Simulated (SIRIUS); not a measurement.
Runs of SIRIUS 7.10.0 on TiC. The structure is cubic, space group Fm-3m (No. 225). Conventional cell: a = 4.331 Å, b = 4.331 Å, c = 4.331 Å, α = 90.00°, β = 90.00°, γ = 90.00°. Ti (site symmetry m-3m) is surrounded by 6 C at 2.17 Å. C (site symmetry m-3m) has 6 Ti at 2.17 Å as nearest neighbours. The cell is a database's computed one.

| task | level | cell | k mesh | optimizer | fmax | max steps | target pressure | pressure (GPa) |
| --- | --- | --- | --- | --- | --- | --- | --- | --- |
| relaxation of cell and atoms | revPBE | relaxed | 6 × 6 × 6 | BFGS | 0.02 eV/Å | 30 | 0 GPa | 0.0 |
| band structure | PBEsol | as given | 5 × 5 × 5 | - | - | - | - | -6.5 |
| band structure | LDA | as given | 5 × 5 × 5 | - | - | - | - | -11.0 |
| band structure | RPBE | as given | 5 × 5 × 5 | - | - | - | - | (a) |

Alike in all rows: potentials or basis PseudoDojo 0.4.1 PBE standard (scalar relativistic); no spin polarisation; cutoff (eV) 1152; smearing fermi-dirac 0.05 eV; the mesh is coarse, so values aren't converged.

Problem. Estimate the missing entries.

Solution. (a) 4.2.

Caveats: all runs use coarse meshes; the potentials were made for another functional, which shifts forces and pressure.

Runs at the PBE level aren't shown here.
